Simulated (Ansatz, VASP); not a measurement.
# Zn: VASP beside Ansatz

```
Zn
1.0
     0.00000    2.98810    2.98810
     2.98810    0.00000    2.98810
     2.98810    2.98810    0.00000
Zn
2
Direct
  0.12500 0.12500 0.12500
  0.87500 0.87500 0.87500
```

Alike in both runs: task single point; functional PBE; k mesh 11 × 11 × 11; occupations fermi-dirac, width 0.1 eV; no spin polarisation.

```csv
,VASP,Ansatz
version,VASP 6.6.1,Ansatz 0.2.0
potentials or method,"VASP PAW PBE potentials, release 64 (Zn)","plane waves (420 eV) with PAW, scalar-relativistic"
plane-wave cutoff (eV),520,420
valence electrons in the cell,24,24
```

VASP gave:

```
pressure (GPa) : -1.5
```

Q: Estimate Ansatz's values.

A: Pressure (GPa): -1.6.
